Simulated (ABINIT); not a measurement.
Runs of ABINIT 10.8.3 (patched build) on MgO. Symmetry: P-6m2, No. 187, hexagonal system. Conventional cell: a = 2.938 Å, b = 2.938 Å, c = 2.680 Å, α = 90.00°, β = 90.00°, γ = 120.00°. Around Mg (site symmetry -6m2) lie 6 O at 2.16 Å. O (site symmetry -6m2) is surrounded by 6 Mg at 2.16 Å. Measurements of this composition are mostly on another form, of space group No. 225.

| level | gap on the mesh (eV) | pressure (GPa) |
| --- | --- | --- |
| r2SCAN | 3.80 | -5.1 |
| LDA | (b) | -9.0 |
| TB-mBJ | 5.35 | - |
| PBEsol | 2.93 | -4.1 |
| SCAN | 3.76 | -5.9 |
| AM05 | 3.00 | -3.4 |
| BLYP | 3.29 | (a) |

Alike in all rows: task band structure; potentials or basis JTH PAW PBE v2.0; no spin polarisation; cell as given; k mesh 10 × 10 × 10; cutoff (eV) 762; smearing fermi-dirac 0.05 eV.

Question: Fill in the values left out.

Answer: (a) 1.9; (b) 2.95.

Caveats: the PAW data sets were made with another functional, which shifts forces and pressure a little; the constant c of TB-mBJ comes from the pseudo density here, which moves gaps by up to 0.3 eV between sets of potentials (some runs).

